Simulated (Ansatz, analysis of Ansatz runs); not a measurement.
**Does V_In go to the (100) surface of InS?**

How does the energy of V_In change with depth under the (100) face of InS? Model: a cell of 48 host atoms with 1 In taken out, a symmetric slab with vacuum.

Method: plane-wave PAW DFT, PBEsol; a slab with vacuum, neutral defects, in Ansatz 0.2.0.

Most raw output is cut from this account.

### 1. The starting structure

The cell holds 47 atoms: 23 In and 24 S. Its edges and angles: a = 9.414 Å, b = 10.651 Å, c = 23.000 Å, α = 90.0°, β = 90.0°, γ = 90.0°. It derives from InS (space group Pnnm), repeated 2×1×1. Vacuum lies along c. Nearest the centre at fractional (0.491, 0.871, 0.688): S47 at 2.38 Å, S21 at 2.60 Å, In34 at 2.77 Å, S45 at 2.96 Å, In33 at 3.48 Å, In8 at 3.55 Å, S43 at 3.98 Å, S44 at 4.08 Å.

Coordinates:

```xyz
47
Lattice="9.4139 0.0000 0.0000 0.0000 10.6511 0.0000 0.0000 0.0000 23.0000" Properties=species:S:1:pos:R:3
In    2.4486    3.9523    7.1668
In    2.2680    6.7157    7.1671
In    0.6275    1.2445    8.3722
In    4.0848    9.4257    8.3731
In    2.9985    4.0713   10.6704
In    1.7158    6.5972   10.6700
In    0.6442    1.2713   12.3094
In    4.0695    9.3976   12.3093
In    2.9811    4.0984   14.6076
In    1.7339    6.5694   14.6070
In    0.0927    1.3905   15.8128
S     2.1206    1.7094    6.4495
S     2.5937    8.9590    6.4492
S     4.5883    3.6894    8.6129
S     0.1274    6.9789    8.6123
S     2.2448    1.6585   10.4170
S     2.4684    9.0105   10.4172
S     4.5985    3.6842   12.5637
S     0.1156    6.9835   12.5632
S     2.2328    1.6527   14.3675
S     2.4798    9.0155   14.3668
S     4.4708    3.6323   16.5328
S     0.2421    7.0354   16.5309
In    7.1545    3.9531    7.1674
In    6.9731    6.7164    7.1664
In    5.3365    1.2434    8.3735
In    8.7936    9.4247    8.3726
In    7.7064    4.0722   10.6698
In    6.4220    6.5973   10.6697
In    5.3531    1.2717   12.3106
In    8.7756    9.3962   12.3106
In    7.6898    4.1004   14.6071
In    6.4377    6.5690   14.6071
In    4.8003    1.3901   15.8145
In    9.3282    9.2781   15.8127
S     6.8291    1.7094    6.4506
S     7.3012    8.9592    6.4493
S     9.2950    3.6905    8.6126
S     4.8330    6.9795    8.6121
S     6.9532    1.6589   10.4179
S     7.1760    9.0100   10.4171
S     9.3061    3.6848   12.5631
S     4.8218    6.9844   12.5626
S     6.9409    1.6544   14.3692
S     7.1867    9.0148   14.3686
S     9.1807    3.6335   16.5313
S     4.9443    7.0339   16.5294
```

The cell's shortest repeat is 9.4 Å.

### 2. The clean slab

The slab is cut stoichiometric, symmetric and without a dipole, at the in-plane lattice of the database's bulk structure, and all its atoms relax. Miller indices refer to pymatgen's conventional standard cell, whose axes can be ordered otherwise than in the space-group symbol.

slab/input.yaml reads:

```yaml
crystal:
  lattice:
    - [4.706971, 0.0, 0.0]
    - [0.0, 10.651148, 0.0]
    - [0.0, 0.0, 23.0]
  atoms:
    - { symbol: In, position: [0.6257491, 0.3806566, 0.285058] }
    - { symbol: In, position: [0.3742509, 0.6193434, 0.285058] }
    - { symbol: In, position: [0.1257491, 0.1193434, 0.3710348] }
    - { symbol: In, position: [0.8742509, 0.8806566, 0.3710348] }
    - { symbol: In, position: [0.6257491, 0.3806566, 0.4570116] }
    - { symbol: In, position: [0.3742509, 0.6193434, 0.4570116] }
    - { symbol: In, position: [0.1257491, 0.1193434, 0.5429884] }
    - { symbol: In, position: [0.8742509, 0.8806566, 0.5429884] }
    - { symbol: In, position: [0.6257491, 0.3806566, 0.6289652] }
    - { symbol: In, position: [0.3742509, 0.6193434, 0.6289652] }
    - { symbol: In, position: [0.1257491, 0.1193434, 0.714942] }
    - { symbol: In, position: [0.8742509, 0.8806566, 0.714942] }
    - { symbol: S, position: [0.4612906, 0.1549786, 0.285058] }
    - { symbol: S, position: [0.5387094, 0.8450214, 0.285058] }
    - { symbol: S, position: [0.9612906, 0.3450214, 0.3710348] }
    - { symbol: S, position: [0.0387094, 0.6549786, 0.3710348] }
    - { symbol: S, position: [0.4612906, 0.1549786, 0.4570116] }
    - { symbol: S, position: [0.5387094, 0.8450214, 0.4570116] }
    - { symbol: S, position: [0.9612906, 0.3450214, 0.5429884] }
    - { symbol: S, position: [0.0387094, 0.6549786, 0.5429884] }
    - { symbol: S, position: [0.4612906, 0.1549786, 0.6289652] }
    - { symbol: S, position: [0.5387094, 0.8450214, 0.6289652] }
    - { symbol: S, position: [0.9612906, 0.3450214, 0.714942] }
    - { symbol: S, position: [0.0387094, 0.6549786, 0.714942] }
basis:
  ecutwfc: 420
  xc_grid: 2
hamiltonian:
  xc: pbesol
  pseudopotentials: { kind: paw, azcp: { folder: soft_1 }, xc_functional: pbe }
kpoints:
  mp_grid: { grid: [2, 1, 1] }
scf:
  occupations: { method: fermi_dirac, width: 0.01 }
  max_iter: 80
relax:
  f_tol: 0.01
  max_steps: 100
  random_displacement: { amplitude: 0.03, seed: 2520 }
output:
  forces: true
  eigenvalues: true
```

The run is started by

```
ansatz run input.yaml --threads 32 --pin off --max-ram 84787MiB --backend cuda --events-out ev --progress --plain --runs-dir out --max-vram 78GiB
```

Wall time 5.6 s (1 × NVIDIA GB200 with 32 threads of Arm Neoverse V2, shared host); peak memory 1.3 GiB; 13 s of CPU time.

The steps of the relaxation:

```
step  energy less that of the first step (eV)  largest force component (eV/Å)
   1                                   0.0000                          1.7056
   2                                  -1.1259                          0.6464
   3                                  -1.7643                          0.4078
   4                                  -2.1067                          0.2234
   5                                  -2.2367                          0.0567
   6                                  -2.2428                          0.0123
   7                                  -2.2432                          0.0062
```

The atoms that moved most (Å, from the sites as typed, ahead of the random displacement, the mean shift of all atoms taken out):

```csv
atom,dx,dy,dz,length
In2,0.466,0.155,0.568,0.751
In11,-0.466,0.155,-0.568,0.751
In1,-0.466,-0.155,0.568,0.751
In12,0.466,-0.155,-0.568,0.751
In7,0.008,0.031,-0.125,0.129
In8,-0.008,-0.031,-0.125,0.129
In5,0.008,-0.031,0.125,0.129
In6,-0.008,0.031,0.125,0.129
```

Final coordinates:

```
In S
1.0
     4.70697    0.00000    0.00000
     0.00000   10.65115    0.00000
     0.00000    0.00000   23.00000
In S
12 12
Direct
  0.52753 0.36691 0.30935
  0.47403 0.63474 0.30934
  0.13072 0.11811 0.36551
  0.87081 0.88355 0.36552
  0.62827 0.37860 0.46202
  0.37324 0.62305 0.46201
  0.12825 0.12305 0.53712
  0.87324 0.87859 0.53713
  0.63069 0.38353 0.63363
  0.37080 0.61810 0.63363
  0.02750 0.13472 0.68980
  0.97399 0.86690 0.68980
  0.46919 0.14870 0.28343
  0.53238 0.85297 0.28343
  0.98232 0.35006 0.37332
  0.01924 0.65160 0.37331
  0.47923 0.14933 0.45469
  0.52228 0.85231 0.45469
  0.97921 0.35231 0.54446
  0.02229 0.64933 0.54445
  0.48228 0.15158 0.62583
  0.51921 0.85004 0.62583
  0.96914 0.35294 0.71572
  0.03235 0.64868 0.71572
```

With the common shift taken out, atoms move by up to 0.75 Å from the bulk-cut sites, and by up to 0.57 Å along the normal.

On a dense mesh the slab's energy differs by 59 meV an atom, so the supercells take one more k-point along each vector.

### 3. Does the supercell reconstruct?

The clean supercell is relaxed from displaced atoms, since a reconstruction that only the larger cell allows would otherwise be counted to the defect.

pristine.relax/input.yaml reads:

```yaml
crystal:
  lattice:
    - [9.413942, 0.0, 0.0]
    - [0.0, 10.651148, 0.0]
    - [0.0, 0.0, 23.0]
  atoms:
    - { symbol: In, position: [0.26376583, 0.36691351, 0.30934535] }
    - { symbol: In, position: [0.23701541, 0.63474475, 0.30933962] }
    - { symbol: In, position: [0.06536024, 0.1181068, 0.36551433] }
    - { symbol: In, position: [0.43540497, 0.88355205, 0.36552111] }
[... 38 atom lines left out ...]
    - { symbol: S, position: [0.98960554, 0.35231264, 0.5444579] }
    - { symbol: S, position: [0.51114618, 0.64932549, 0.5444542] }
    - { symbol: S, position: [0.74114039, 0.15158129, 0.62582586] }
    - { symbol: S, position: [0.7596058, 0.85004356, 0.62582837] }
    - { symbol: S, position: [0.98456826, 0.35293648, 0.71572069] }
    - { symbol: S, position: [0.5161765, 0.64868007, 0.71571931] }
basis:
  ecutwfc: 420
  xc_grid: 2
hamiltonian:
  xc: pbesol
  pseudopotentials: { kind: paw, azcp: { folder: soft_1 }, xc_functional: pbe }
kpoints:
  mp_grid: { grid: [2, 2, 1] }
scf:
  occupations: { method: fermi_dirac, width: 0.01 }
  max_iter: 80
output:
  forces: true
relax:
  f_tol: 0.015
  max_steps: 80
  random_displacement: { amplitude: 0.05, seed: 2529 }
```

It took 7.6 s on 1 × NVIDIA GB200 with 32 threads; peak memory 1.4 GiB; 22 s of CPU time.

Atoms end at most 0.17 Å from the small cell's positions, with the small cell's period kept: the change of k-points moves them, and the defects are built on these positions.

### 4. The defect, layer by layer

Each layer's defect is relaxed from random displacements, at more than one total moment, because the electrons or holes left behind may pair or not. Layer 1 is shown in full.

layer1_M1.relax/input.yaml reads:

```yaml
crystal:
  lattice:
    - [9.413942, 0.0, 0.0]
    - [0.0, 10.651148, 0.0]
    - [0.0, 0.0, 23.0]
  atoms:
    - { symbol: In, position: [0.26009837, 0.37106366, 0.3116005] }
    - { symbol: In, position: [0.24091586, 0.6305165, 0.31161505] }
    - { symbol: In, position: [0.06665799, 0.1168425, 0.36401038] }
    - { symbol: In, position: [0.43390657, 0.88494756, 0.36404676] }
    - { symbol: In, position: [0.31851729, 0.38223699, 0.46393225] }
    - { symbol: In, position: [0.18226125, 0.61939019, 0.46391507] }
    - { symbol: In, position: [0.0684298, 0.11935523, 0.53519138] }
    - { symbol: In, position: [0.43228493, 0.88230755, 0.53518783] }
[... 35 atom lines left out ...]
    - { symbol: S, position: [0.73730238, 0.15532207, 0.62474882] }
    - { symbol: S, position: [0.76341094, 0.84636967, 0.62472287] }
    - { symbol: S, position: [0.97522618, 0.34113505, 0.71875077] }
    - { symbol: S, position: [0.52521461, 0.66039302, 0.71867145] }
basis:
  ecutwfc: 420
  xc_grid: 2
hamiltonian:
  xc: pbesol
  pseudopotentials: { kind: paw, azcp: { folder: soft_1 }, xc_functional: pbe }
kpoints:
  mp_grid: { grid: [2, 2, 1] }
magnetization:
  spin_polarized: true
  initial_magnetization: 1
  spin_locking: { lock_magnetization: hard }
scf:
  occupations: { method: fermi_dirac, width: 0.01 }
  max_iter: 80
output:
  forces: true
relax:
  f_tol: 0.03
  max_steps: 90
  random_displacement: { amplitude: 0.05, seed: 2521 }
```

The job ended after 33 s (1 × NVIDIA GB200 with 32 threads; peak memory 1.7 GiB).

Step by step:

```csv
step,energy less that of the first step (eV),largest force component (eV/Å)
1,0.0000,1.0438
2,-0.8508,0.5181
3,-1.1010,0.4601
4,-1.3991,0.9771
5,-1.7496,1.4496
6,-1.9817,1.2936
7,-1.8722,3.5990
8,-2.1467,0.7117
9,-2.2039,0.5103
10,-2.2166,0.7231
11,-2.2526,0.1607
12,-2.2804,0.3747
13,-2.3297,0.5090
14,-2.4119,0.3922
15,-2.4798,0.2985
16,-2.4936,0.2060
17,-2.5200,0.0692
18,-2.5210,0.0464
19,-2.5254,0.0230
```

Relaxation step 7 was tried and not accepted.

The atoms that moved most (Å, from the sites as typed, ahead of the random displacement, the mean shift of all atoms taken out):

```
atom      dx      dy      dz  length
In34  -0.192   1.033  -0.758   1.296
 In9  -1.147   0.061   0.418   1.222
 S22  -0.378   0.827   0.097   0.914
 S47  -0.530  -0.605  -0.422   0.908
In10   0.246   0.304   0.096   0.403
In30   0.191  -0.180  -0.154   0.304
 S18   0.200  -0.188   0.067   0.283
 S21  -0.001   0.248   0.116   0.274
```

Neighbours of the ideal centre at the end:

```
atom  distance (Å)
 S21         2.519
 S47         2.872
 S45         2.977
 In8         3.382
In33         3.532
In10         3.738
In34         3.871
 S43         4.072
 S44         4.129
```

Among the atoms that came to bonding distance: S22–S47 2.06 Å (from 3.43).

All relaxations:

| layer | depth (Å) | moment (μB) | outcome | structures computed | largest displacement from the input (Å) | time |
| --- | --- | --- | --- | --- | --- | --- |
| 1 | 0.72 | 1 | converged | 19 | 1.30 | 33 s |
| 1 | 0.72 | 3 | converged | 16 | 0.86 | 26 s |
| 2 | 1.93 | 1 | converged | 37 | 1.12 | 61 s |
| 2 | 1.93 | 3 | converged | 14 | 1.45 | 24 s |
| 3 | 4.22 | 1 | converged | 16 | 0.92 | 26 s |
| 3 | 4.22 | 3 | converged | 13 | 0.74 | 22 s |

The relaxation ends 54 meV an atom lower than the displaced start, with a largest force component of 0.023 eV/Å.

### 5. Energies and states

Single points on the relaxed structures give the energies, all at one sampling, and show where the defect's states lie.

layer1_M1.point.pbesol/input.yaml reads:

```yaml
crystal:
  lattice:
    - [9.413942, 0.0, 0.0]
    - [0.0, 10.651148, 0.0]
    - [0.0, 0.0, 23.0]
  atoms:
    - { symbol: In, position: [0.27224602, 0.36794317, 0.31553254] }
    - { symbol: In, position: [0.24754334, 0.62650036, 0.31331544] }
[... 5 atom lines left out ...]
    - { symbol: In, position: [0.42512176, 0.88311122, 0.54305768] }
[... 1 atom line left out ...]
    - { symbol: In, position: [0.21039109, 0.64529224, 0.63936447] }
[... 10 atom lines left out ...]
    - { symbol: S, position: [0.26331143, 0.86969118, 0.6297954] }
[... 11 atom lines left out ...]
    - { symbol: In, position: [0.67654641, 0.61420401, 0.6272027] }
[... 11 atom lines left out ...]
    - { symbol: S, position: [0.76669757, 0.83818625, 0.62626659] }
[... 1 atom line left out ...]
    - { symbol: S, position: [0.46900539, 0.60352347, 0.70039845] }
basis:
  ecutwfc: 420
  xc_grid: 2
hamiltonian:
  xc: pbesol
  pseudopotentials: { kind: paw, azcp: { folder: soft_1 }, xc_functional: pbe }
kpoints:
  mp_grid: { grid: [2, 2, 1] }
magnetization:
  spin_polarized: true
  initial_magnetization: 1
  spin_locking: { lock_magnetization: hard }
scf:
  occupations: { method: fermi_dirac, width: 0.01 }
  max_iter: 80
output:
  forces: true
  eigenvalues: true
  eigenstates: { localisation: true }
  populations: true
  write_density: true
  write_potential: true
  volumetric_format: npy
checkpoint:
  write: "../layer1_M1.point.pbesol.run"
  compress: false
  write_wavefunctions: false
  write_every: 100000
```

Run time: 5.1 s. Hardware: 1 × NVIDIA GB200 with 32 threads; peak memory 3.5 GiB.

From eigenstates.tsv, first k-point; energies on the run's zero. The participation number counts the atoms that a state is spread over, of 47; bands count from 0.

| spin | band | energy (eV) | occupation | participation | largest share on | share |
| --- | --- | --- | --- | --- | --- | --- |
| down | 215 | 0.086 | 1.00 | 14.3 | S37 | 0.19 |
| down | 216 | 0.118 | 1.00 | 11.2 | S13 | 0.20 |
| down | 217 | 0.158 | 1.00 | 9.0 | S23 | 0.28 |
| down | 218 | 0.202 | 1.00 | 13.6 | S12 | 0.19 |
| down | 219 | 0.212 | 1.00 | 12.6 | S23 | 0.21 |
| down | 220 | 0.437 | 1.00 | 12.6 | S19 | 0.12 |
| down | 221 | 1.278 | 0.00 | 10.2 | In34 | 0.24 |
| down | 222 | 1.986 | 0.00 | 23.4 | In24 | 0.10 |
| down | 223 | 2.195 | 0.00 | 29.6 | In25 | 0.08 |
| down | 224 | 2.518 | 0.00 | 29.4 | In11 | 0.07 |
| down | 225 | 2.629 | 0.00 | 27.0 | In30 | 0.09 |
| up | 216 | 0.110 | 1.00 | 10.9 | S13 | 0.21 |
| up | 217 | 0.150 | 1.00 | 7.0 | S23 | 0.34 |
| up | 218 | 0.179 | 1.00 | 12.0 | S12 | 0.22 |
| up | 219 | 0.202 | 1.00 | 10.8 | S23 | 0.23 |
| up | 220 | 0.423 | 1.00 | 12.8 | S19 | 0.12 |
| up | 221 | 1.010 | 1.00 | 9.5 | In34 | 0.25 |
| up | 222 | 1.955 | 0.00 | 22.2 | In24 | 0.10 |
| up | 223 | 2.177 | 0.00 | 31.0 | In25 | 0.07 |
| up | 224 | 2.483 | 0.00 | 28.5 | In11 | 0.07 |
| up | 225 | 2.619 | 0.00 | 26.7 | In30 | 0.09 |
| up | 226 | 2.667 | 0.00 | 33.8 | In5 | 0.07 |

Under PBEsol, periodic cell with vacuum at the first k-point of a 2×2×1 Γ-centred mesh, the highest filled state is spin up, spread over 10 of 47 atoms, and the lowest empty one, 0.27 eV above it, is spin down, spread over 10 of 47 atoms.

The largest moments in the atoms' spheres: In34 0.15, S44 0.09, S22 0.08, S20 0.06, S47 0.04, S18 0.03 μB.

Against the clean slab and In (body-centred tetragonal):

```
layer  depth (Å)  total moment (μB)  formation energy (eV)  against the deepest layer (eV)
    1       0.72                  1                   1.44                           -1.07
    1       0.72                  3                   3.02                            0.52
    2       1.93                  1                   2.53                            0.02
    2       1.93                  3                   4.11                            1.61
    3       4.22                  1                   2.51                            0.00
    3       4.22                  3                   3.72                            1.21
```

### 6. Results

```yaml
highest_less_deepest_of_the_layers_obtained_pbesol: -1.07 eV
layer_of_the_lowest_energy_pbesol_structures_unlike: 1
```

**Reading.** Under PBEsol V_In is 1.07 eV lower in layer 1 than in layer 3, 4.2 Å down. But host atoms moved by over 1.2 Å in layer 1 at 1 μB (1.3 Å) and layer 2 at 3 μB (1.4 Å): the surface or the defect's shell rebuilt itself there, so the layers are not compared like for like and these differences are no segregation energies. The clean slab's gap at this sampling is 1.47 eV. Limits: neutral states alone; one site a layer, which need not be the same crystallographic site in every layer, at most four layers; one defect on one side of the slab, 9.4 Å from its images and with no dipole correction; the deepest layer of so thin a slab is not yet bulk, and the thickness was not varied; the in-plane lattice is the database's, not relaxed here; no adsorbates, no temperature.

[Logs are printed without paths, hosts, clocks, repeated set-up lines and the standing remarks that a program may print on its own settings, such as how far it seeks lower states.]

[Hosts, paths, dates, database ids (printed as entryN), source tags and the programs' standing remarks are cut or masked in the printed files.]

[Maps of the electrostatic potential energy from Ansatz leave out the sawtooth potential of an applied field or a dipole correction, so their vacuum need not be flat.]
